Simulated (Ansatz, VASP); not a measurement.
**V: VASP beside Ansatz**

```
CELL_PARAMETERS angstrom
-1.51294 1.51294 1.51294
1.51294 -1.51294 1.51294
1.51294 1.51294 -1.51294
ATOMIC_POSITIONS crystal
V 0.00000 0.00000 0.00000
```

Alike in both runs: task single point; functional r2SCAN; k mesh 8 × 8 × 8; occupations gaussian, width 0.1 eV; no spin polarisation.

```csv
,VASP,Ansatz
version,VASP 6.6.1,Ansatz 0.2.0
potentials or method,"VASP PAW PBE potentials, release 64 (V_sv)","scalar-relativistic, plane waves, PAW"
plane-wave cutoff (eV),520,600
valence electrons in the cell,13,13
```

|  | VASP | Ansatz | Ansatz less VASP |
| --- | --- | --- | --- |
| gap on the k mesh at the Fermi level (eV) | none | none | - |
| pressure (GPa) | -8.1 | -8.4 | -0.24 |

A gap of «none» marks a metal or a gap that the smearing closes.

Caveats: the k mesh is coarse (spacing up to 0.37 Å⁻¹), so the values aren't converged; the PAW data sets were made with another functional, which shifts forces and pressure a little (VASP).
